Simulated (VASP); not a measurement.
# KMgF3 (Amm2) in VASP: notebook

Runs on KMgF3. Level: LDA. Tasks: single point.

All numbers are computed with VASP 6.6.1; they aren't measurements. Logs are shortened: lines on timing, memory, paths and dates and some standing lists are left out, and cuts for length are marked.

## (1) The cell of the first run

Symmetry: Amm2, No. 38, orthorhombic system. Conventional cell: a = 3.986 Å, b = 5.637 Å, c = 5.637 Å, α = 90.00°, β = 90.00°, γ = 90.00°. K (site symmetry mm2) has 5 F at 2.38 to 2.63 Å as nearest neighbours. Around Mg (site symmetry mm2) lie 2 F at 1.71 Å. F (site symmetry mm2) has 2 Mg at 2.04 Å as nearest neighbours. F (site symmetry m) is surrounded by 1 Mg at 1.71 Å.

## (2) Single point, LDA

INCAR

```
PREC = Accurate ; ENCUT = 520
EDIFF = 1E-7 ; ISMEAR = 0
SIGMA = 0.05 ; LREAL = F
LASPH = T ; NELM = 100
ALGO = Fast ; ISIF = 2
LWAVE = F ; LCHARG = F
GGA = CA ; NBANDS = 24
```

KPOINTS

```
regular mesh
0
Gamma
  6 6 6
```

POSCAR

```
KMgF3
1.0
    3.9859000000      0.0000000000      0.0000000000
    0.0000000000      3.9859000000      0.0000000000
    0.0000000000      0.0000000000      3.9859000000
K Mg F
1 1 3
Direct
    0.5000000000      0.5000000000      0.5000000000
    0.0000000000      0.0000000000      0.0000000000
    0.5000000000     -0.0776133914     -0.0776133914
    0.0000000000      0.4223866086     -0.0776133914
    0.0000000000     -0.0776133914      0.4223866086
```

Potentials or basis: VASP PAW LDA potentials, release 64 (K_sv, Mg, F).

On the command line:

```console
$ cat potpaw_LDA.64/K_sv/POTCAR potpaw_LDA.64/Mg/POTCAR potpaw_LDA.64/F/POTCAR > POTCAR
$ mpirun -np 1 vasp_std > vasp.out
```

OUTCAR:

```text
PREC = Accurate
   ENCUT = 520
   EDIFF = 1E-7
   ISMEAR = 0
   LREAL = F
   LASPH = T
   NELM = 100
   ISIF = 2
   GGA = CA

 ion  position               nearest neighbor table
   1  0.500  0.500  0.500-   3 2.38   4 2.63   5 2.63   4 2.63   5 2.63   3 2.85   3 2.85   2 3.45
                             2 3.45   2 3.45   2 3.45   2 3.45   2 3.45   2 3.45   2 3.45
   2  0.000  0.000  0.000-   4 1.71   5 1.71   3 2.04   3 2.04   4 2.32   5 2.32   1 3.45   1 3.45
                             1 3.45   1 3.45   1 3.45   1 3.45   1 3.45   1 3.45
   3  0.500  0.922  0.922-   2 2.04   2 2.04   1 2.38   1 2.85   1 2.85
   4  0.000  0.422  0.922-   2 1.71   2 2.32   1 2.63   1 2.63
   5  0.000  0.922  0.422-   2 1.71   2 2.32   1 2.63   1 2.63

  LATTYP: Found a simple cubic cell.
 ALAT       =     3.9859000000

  Lattice vectors:

 A1 = (   3.9859000000,   0.0000000000,   0.0000000000)
 A2 = (   0.0000000000,   3.9859000000,   0.0000000000)
 A3 = (   0.0000000000,   0.0000000000,   3.9859000000)

Analysis of symmetry for initial positions (statically):
=====================================================================
 Subroutine PRICEL returns:
 Original cell was already a primitive cell.

 Routine SETGRP: Setting up the symmetry group for a
 simple cubic supercell.

 Subroutine GETGRP returns: Found  4 space group operations
 (whereof  4 operations were pure point group operations)
 out of a pool of 48 trial point group operations.

The static configuration has the point symmetry C_2v.

Analysis of symmetry for dynamics (positions and initial velocities):
=====================================================================
 Subroutine PRICEL returns:
 Original cell was already a primitive cell.

 Routine SETGRP: Setting up the symmetry group for a
 simple cubic supercell.

 Subroutine GETGRP returns: Found  4 space group operations
 (whereof  4 operations were pure point group operations)
 out of a pool of 48 trial point group operations.

The dynamic configuration has the point symmetry C_2v.

 Subroutine INISYM returns: Found  4 space group operations
 (whereof  4 operations are pure point group operations),
 and found     1 'primitive' translations

----------------------------------------------------------------------------------------

                                     Primitive cell

  volume of cell :      63.3256

  direct lattice vectors                    reciprocal lattice vectors
     3.985900000  0.000000000  0.000000000     0.250884367  0.000000000  0.000000000
     0.000000000  3.985900000  0.000000000     0.000000000  0.250884367  0.000000000
     0.000000000  0.000000000  3.985900000     0.000000000  0.000000000  0.250884367

  length of vectors
     3.985900000  3.985900000  3.985900000     0.250884367  0.250884367  0.250884367

  position of ions in fractional coordinates (direct lattice)
     0.500000000  0.500000000  0.500000000
     0.000000000  0.000000000  0.000000000
     0.500000000  0.922386609  0.922386609
     0.000000000  0.422386609  0.922386609
     0.000000000  0.922386609  0.422386609

  ion indices of the primitive-cell ions
   primitive index   ion index
                 1           1
                 2           2
                 3           3
                 4           4
                 5           5

----------------------------------------------------------------------------------------

 KPOINTS: regular mesh

Automatic generation of k-mesh.
 Grid dimensions read from file:
 generate k-points for:    6    6    6

 Generating k-lattice:

  Cartesian coordinates                     Fractional coordinates (reciprocal lattice)
     0.041814061  0.000000000  0.000000000     0.166666667  0.000000000  0.000000000
     0.000000000  0.041814061  0.000000000     0.000000000  0.166666667  0.000000000
     0.000000000  0.000000000  0.041814061     0.000000000  0.000000000  0.166666667

  Length of vectors
     0.041814061  0.041814061  0.041814061

  Shift w.r.t. Gamma in fractional coordinates (k-lattice)
     0.000000000  0.000000000  0.000000000

 Subroutine IBZKPT returns following result:
 ===========================================

 Found     52 irreducible k-points:

 Following reciprocal coordinates:
            Coordinates               Weight
  0.000000  0.000000  0.000000      1.000000
  0.166667  0.000000  0.000000      2.000000
  0.000000  0.166667  0.000000      4.000000
  0.333333  0.000000  0.000000      2.000000
  0.000000  0.333333  0.000000      4.000000
  0.500000  0.000000  0.000000      1.000000
[... 16 lines left out ...]
  0.333333  0.000000  0.500000      4.000000
  0.500000  0.500000  0.000000      2.000000
 [... further k-points ...]
   k-points           NKPTS =     52   k-points in BZ     NKDIM =     52   number of bands    NBANDS=     24
   number of dos      NEDOS =    301   number of ions     NIONS =      5
   total plane-waves  NPLWV =  27000
   dimension x,y,z NGX =    30 NGY =   30 NGZ =   30
   dimension x,y,z NGXF=    60 NGYF=   60 NGZF=   60
   ions per type =               1   1   3
   NGX,Y,Z   is equivalent  to a cutoff of  12.51, 12.51, 12.51 a.u.
   NGXF,Y,Z  is equivalent  to a cutoff of  25.03, 25.03, 25.03 a.u.
 SYSTEM =  unknown system
   PREC   = accura    normal or accurate (medium, high low for compatibility)
   ISTART =      0    job   : 0-new  1-cont  2-samecut
   ICHARG =      2    charge: 1-file 2-atom 10-const
   ISPIN  =      1    spin polarized calculation?
   LNONCOLLINEAR =      F non collinear calculations
   LSORBIT =      F    spin-orbit coupling
   LASPH  =      T    aspherical Exc in radial PAW
   ENCUT  =  520.0 eV  38.22 Ry    6.18 a.u.   7.41  7.41  7.41*2*pi/ulx,y,z
   NELM   =    100;   NELMIN=  2; NELMDL= -5     # of ELM steps
   EDIFF  = 0.1E-06   stopping-criterion for ELM
   LREAL  =      F    real-space projection
   EDIFFG = 0.1E-05   stopping-criterion for IOM
   NSW    =      0    number of steps for IOM
   IBRION =     -1    ionic relax: 0-MD 1-quasi-New 2-CG
   NFREE  =      0    steps in history (QN), initial steepest desc. (CG)
   ISIF   =      2    stress and relaxation
   ISYM   =      2    0-nonsym 1-usesym 2-fastsym
   POTIM  = 0.5000    time-step for ionic-motion
   TEBEG  =    0.0;   TEEND  =   0.0 temperature during run
   PSTRESS=    0.0 pullay stress
   NELECT =      32.0000    total number of electrons
   NUPDOWN=      -1.0000    fix difference up-down
   EMIN   =  10.00;   EMAX   =-10.00  energy-range for DOS
   EFERMI =   0.00;   METHOD = LEGACY
   ISMEAR =     0;   SIGMA  =   0.05  broadening in eV -4-tet -1-fermi 0-gaus
   EFERMI_NEDOS =   21; number of points for ismear=-14 and -15
   IALGO  =     68    algorithm
   IMIX   =      4    mixing-type and parameters
     AMIX     =   0.40;   BMIX     =  1.00
     AMIX_MAG =   1.60;   BMIX_MAG =  1.00
  volume/ion in A,a.u.               =      12.67        85.47
  Fermi-wavevector in a.u.,A,eV,Ry     =   1.303962  2.464132 23.134232  1.700318
  Thomas-Fermi vector in A             =   2.434930
   LORBIT       =      0    0 simple, 1 ext, 2 COOP (PROOUT), +10 PAW based schemes
   GGA     = CA    functional components
   LHFCALC =     F    Hartree Fock is set to
   AEXX    =    0.0000 exact exchange contribution
   IVDW    =     0    specifies the selected vdW correction
   LEPSILON=     F    determine dielectric tensor
   LRPA    =     F    only Hartree local field effects (RPA)
 non-spin polarized calculation
 RMM-DIIS sequential band-by-band and
 Gauss-broadening in eV      SIGMA  =   0.05
  energy-cutoff  :      520.00
  volume of cell :       63.33
 maximum number of plane-waves:      1743
 NGX is ok and might be reduce to    30
   NGX = 15   NGY = 15   NGZ = 15

 number of electron      31.9999993 magnetization

 Free energy of the ion-electron system (eV)
  ---------------------------------------------------
  ext. energy  EPLUGINS =         0.00000000
  ---------------------------------------------------
  free energy    TOTEN  =       -26.11656696 eV

  energy without entropy =      -26.11656696  energy(sigma->0) =      -26.11656696

 E-fermi :  -1.8186     XC(G=0): -10.3526

 val. band max:       -2.0579350100   @ k =   0.5000   0.5000   0.5000
 cond. band min:       4.7963587392   @ k =   0.0000   0.0000   0.0000
 fundamental gap:      6.8542937493
 Fermi energy:        -1.8186062114

 k-point     1 :       0.0000    0.0000    0.0000
  band No.  band energies     occupation
      1     -27.0345      2.00000
      2     -21.8067      2.00000
      3     -21.2192      2.00000
      4     -21.0375      2.00000
      5     -10.8087      2.00000
      6     -10.8010      2.00000
[... 16 lines left out ...]
     23      10.8198      0.00000
     24      14.3321      0.00000

 k-point     2 :       0.1667    0.0000    0.0000
  band No.  band energies     occupation
      1     -27.0247      2.00000
      2     -21.7921      2.00000
      3     -21.2152      2.00000
      4     -21.0676      2.00000
      5     -10.7947      2.00000
      6     -10.7921      2.00000
[... 16 lines left out ...]
     23      11.1419      0.00000
     24      14.3157      0.00000

 k-point     3 :       0.0000    0.1667    0.0000
  band No.  band energies     occupation
      1     -27.0256      2.00000
      2     -21.7766      2.00000
      3     -21.2487      2.00000
      4     -21.0467      2.00000
      5     -10.7993      2.00000
      6     -10.7852      2.00000
[... 16 lines left out ...]
     23      10.8662      0.00000
     24      14.2843      0.00000

 k-point     4 :       0.3333    0.0000    0.0000
  band No.  band energies     occupation
      1     -27.0050      2.00000
      2     -21.7597      2.00000
      3     -21.2088      2.00000
      4     -21.1313      2.00000
      5     -10.7741      2.00000
      6     -10.7663      2.00000
[... 16 lines left out ...]
     23      11.8551      0.00000
     24      13.8105      0.00000

 k-point     5 :       0.0000    0.3333    0.0000
  band No.  band energies     occupation
      1     -27.0075      2.00000
      2     -21.6989      2.00000
      3     -21.3340      2.00000
      4     -21.0580      2.00000
      5     -10.7798      2.00000
      6     -10.7529      2.00000
[... 16 lines left out ...]
     23      11.3083      0.00000
     24      14.0435      0.00000

 k-point     6 :       0.5000    0.0000    0.0000
  band No.  band energies     occupation
      1     -26.9950      2.00000
      2     -21.7416      2.00000
      3     -21.2047      2.00000
      4     -21.1646      2.00000
      5     -10.7651      2.00000
      6     -10.7519      2.00000
[... 16 lines left out ...]
     23      12.4226      0.00000
     24      13.5355      0.00000
[... 379 lines left out ...]
 k-point    21 :       0.5000    0.3333    0.0000
  band No.  band energies     occupation
      1     -26.9753      2.00000
      2     -21.5907      2.00000
      3     -21.3205      2.00000
      4     -21.1893      2.00000
      5     -10.8345      2.00000
      6     -10.8267      2.00000
[... 16 lines left out ...]
     23      12.3295      0.00000
     24      13.0138      0.00000

 k-point    22 :       0.0000    0.5000    0.3333
  band No.  band energies     occupation
      1     -26.9787      2.00000
      2     -21.5040      2.00000
      3     -21.4164      2.00000
      4     -21.1657      2.00000
      5     -10.8722      2.00000
      6     -10.8125      2.00000
[... 16 lines left out ...]
     23      12.0976      0.00000
     24      12.8186      0.00000

 k-point    23 :       0.3333    0.0000    0.5000
  band No.  band energies     occupation
      1     -26.9762      2.00000
      2     -21.5209      2.00000
      3     -21.4261      2.00000
      4     -21.1504      2.00000
      5     -10.8437      2.00000
      6     -10.8127      2.00000
[... 16 lines left out ...]
     23      12.2484      0.00000
     24      12.8776      0.00000

 k-point    24 :       0.5000    0.5000    0.0000
  band No.  band energies     occupation
      1     -26.9687      2.00000
      2     -21.4644      2.00000
      3     -21.4352      2.00000
      4     -21.1977      2.00000
      5     -10.8588      2.00000
      6     -10.8470      2.00000
[... 16 lines left out ...]
     23      12.3172      0.00000
     24      12.6786      0.00000

 [... further k-points ...]
[... 5 lines left out ...]
  --------------------------------------------------------------------------------------
  -------------------------------------------------------------------------------------
  Total       -2.0563974      3.5861669      3.5861669     -0.0000000     -1.1436938      0.0000000
  in kB      -52.0281547     90.7322928     90.7322928     -0.0000000    -28.9361776      0.0000000
  external PRESSURE =      43.1454770 kB  Pullay stress =       0.0000000 kB

 VOLUME and BASIS-vectors are now :
 -----------------------------------------------------------------------------
  energy-cutoff  :      520.00
  volume of cell :       63.33
      direct lattice vectors                 reciprocal lattice vectors
     3.985900000  0.000000000  0.000000000     0.250884367  0.000000000  0.000000000
     0.000000000  3.985900000  0.000000000     0.000000000  0.250884367  0.000000000
     0.000000000  0.000000000  3.985900000     0.000000000  0.000000000  0.250884367

 POSITION                                       TOTAL-FORCE (eV/Angst)
 -----------------------------------------------------------------------------------
      1.99295      1.99295      1.99295         0.000000     -0.474837     -0.474837
      0.00000      0.00000      0.00000         0.000000     -3.076201     -3.076201
      1.99295      3.67654      3.67654         0.000000      0.641087      0.641087
      0.00000      1.68359      3.67654         0.000000      3.043969     -0.134018
      0.00000      3.67654      1.68359        -0.000000     -0.134018      3.043969
 -----------------------------------------------------------------------------------
    total drift:                                0.000000      0.003332      0.003331

  FREE ENERGIE OF THE ION-ELECTRON SYSTEM (eV)
  ---------------------------------------------------
  free  energy   TOTEN  =       -26.1165669561 eV

  energy  without entropy=      -26.1165669561  energy(sigma->0) =      -26.11656696
```

Wall time 56 s (1 thread of Intel Xeon 6975P-C (Granite Rapids), shared host); peak memory 0.19 GiB.

What came out:

```yaml
Free_energy: -26.1166 eV
Pressure: 4.3 GPa
Largest_force: 4.350 eV/Å
Band_gap_on_the_k_mesh: 6.85 eV, indirect (least direct gap 7.17 eV)
```

Forces on the atoms (eV/Å):
```
K    0.000 -0.475 -0.475
Mg   0.000 -3.076 -3.076
F    0.000  0.641  0.641
F    0.000  3.044 -0.134
F    0.000 -0.134  3.044
```

Levels at points of the mesh, in eV from the valence-band top:
| k point | band 14 | band 15 | band 16 | band 17 | band 18 | band 19 |
| --- | --- | --- | --- | --- | --- | --- |
| (0.00, 0.00, 0.00) | -0.38 | -0.36 | -0.32 | 6.85 | 10.08 | 10.11 |
| (0.50, 0.00, 0.00) | -0.78 | -0.71 | -0.58 | 9.52 | 9.86 | 10.97 |
| (0.00, 0.50, 0.00) | -0.84 | -0.59 | -0.46 | 9.53 | 10.00 | 11.11 |
| (0.50, 0.50, 0.00) | -0.87 | -0.75 | -0.05 | 10.44 | 11.15 | 11.69 |
| (0.00, 0.50, 0.50) | -0.79 | -0.77 | -0.13 | 10.02 | 11.69 | 11.83 |
| (0.50, 0.50, 0.50) | -0.15 | -0.09 | 0.00 | 10.24 | 10.27 | 10.48 |

Caveat: forces of over 1 eV/Å show positions far from the minimum, so gaps and moduli don't describe the material at rest.

## (3) Single point, LDA

INCAR, as its differences from that of step 2:

```diff
@@ -6,2 +6,2 @@
 LWAVE = F ; LCHARG = F
-GGA = CA ; NBANDS = 24
+NBANDS = 24
```

KPOINTS

```
Automatic mesh
0
Gamma
  6 6 6
```

POSCAR

```
KMgF3
1.0
    3.9859000000      0.0000000000      0.0000000000
    0.0000000000      3.9859000000      0.0000000000
    0.0000000000      0.0000000000      3.9859000000
K Mg F
1 1 3
Direct
    0.5000000000      0.5000000000      0.5000000000
    0.0000000000      0.0000000000      0.0000000000
    0.5000000000     -0.0332628820     -0.0332628820
    0.0000000000      0.4667371180     -0.0332628820
    0.0000000000     -0.0332628820      0.4667371180
```

Potentials or basis: VASP PAW LDA potentials, release 64 (K_sv, Mg, F).

On the command line:

```console
$ cat potpaw_LDA.64/K_sv/POTCAR potpaw_LDA.64/Mg/POTCAR potpaw_LDA.64/F/POTCAR > POTCAR
$ mpirun -np 1 vasp_std > vasp.out
```

OUTCAR:

```text
PREC = Accurate
   ENCUT = 520
   EDIFF = 1E-7
   ISMEAR = 0
   LREAL = F
   LASPH = T
   NELM = 100
   ISIF = 2

 ion  position               nearest neighbor table
   1  0.500  0.500  0.500-   3 2.63   4 2.73   5 2.73   4 2.73   5 2.73   3 2.82   3 2.82   2 3.45
                             2 3.45   2 3.45   2 3.45   2 3.45   2 3.45   2 3.45   2 3.45
   2  0.000  0.000  0.000-   4 1.87   5 1.87   3 2.00   3 2.00   4 2.13   5 2.13   1 3.45   1 3.45
                             1 3.45   1 3.45   1 3.45   1 3.45   1 3.45   1 3.45
[... 857 lines left out ...]
  --------------------------------------------------------------------------------------
  -------------------------------------------------------------------------------------
  Total       -2.0863500     -1.0667330     -1.0667330      0.0000000     -0.1225958      0.0000000
  in kB      -52.7859766    -26.9890208    -26.9890208      0.0000000     -3.1017506      0.0000000
  external PRESSURE =     -35.5880061 kB  Pullay stress =       0.0000000 kB

 VOLUME and BASIS-vectors are now :
 -----------------------------------------------------------------------------
  energy-cutoff  :      520.00
  volume of cell :       63.33
      direct lattice vectors                 reciprocal lattice vectors
     3.985900000  0.000000000  0.000000000     0.250884367  0.000000000  0.000000000
     0.000000000  3.985900000  0.000000000     0.000000000  0.250884367  0.000000000
     0.000000000  0.000000000  3.985900000     0.000000000  0.000000000  0.250884367

 POSITION                                       TOTAL-FORCE (eV/Angst)
 -----------------------------------------------------------------------------------
      1.99295      1.99295      1.99295         0.000000     -0.107337     -0.107337
      0.00000      0.00000      0.00000         0.000000     -1.072693     -1.072693
      1.99295      3.85332      3.85332         0.000000      0.161038      0.161038
      0.00000      1.86037      3.85332         0.000000      0.912327      0.106666
      0.00000      3.85332      1.86037         0.000000      0.106666      0.912327
 -----------------------------------------------------------------------------------
    total drift:                                0.000000      0.001295      0.001295

  FREE ENERGIE OF THE ION-ELECTRON SYSTEM (eV)
  ---------------------------------------------------
  free  energy   TOTEN  =       -26.9157918030 eV

  energy  without entropy=      -26.9157918030  energy(sigma->0) =      -26.91579180
```

stdout:

```text
POSCAR found type information on POSCAR K MgF
 POSCAR found :  3 types and       5 ions
 scaLAPACK will be used
 LDA part: xc-table for (Slater(with rela. corr.)+CA(PZ))
 , standard interpolation
 POSCAR, INCAR and KPOINTS ok, starting setup
 FFT: planning ... GRIDC
 FFT: planning ... GRID_SOFT
 FFT: planning ... GRID
 WAVECAR not read
 entering main loop
 num prob RMM:  17    -0.269157912763E+02   -0.64988E-06   -0.46811E-06  3682   0.877E-03    0.834E-04
 num prob  num prob WARNING in EDDRMM: call to ZHEGV failed, returncode =   8  4     19
 num prob WARNING in EDDRMM: call to ZHEGV failed, returncode =   6  3     19
 num prob  num prob WARNING in EDDRMM: call to ZHEGV failed, returncode =   8  4     20
 num prob  num prob  num prob RMM:  20    -0.269157918030E+02   -0.74824E-07   -0.55331E-07  3087   0.309E-03
```

It took 47 s on 1 thread of Intel Xeon 6975P-C (Granite Rapids), shared host; peak memory 0.19 GiB.

What came out:

```yaml
Free_energy: -26.9158 eV
Pressure: -3.6 GPa
Largest_force: 1.517 eV/Å
Band_gap_on_the_k_mesh: 6.94 eV, indirect (least direct gap 7.27 eV)
```

Forces in eV/Å, atoms in the order of the input:
```
K    0.000 -0.107 -0.107
Mg   0.000 -1.073 -1.073
F    0.000  0.161  0.161
F    0.000  0.912  0.107
F    0.000  0.107  0.912
```

Caveat: forces of over 1 eV/Å show positions far from the minimum, so gaps and moduli don't describe the material at rest.
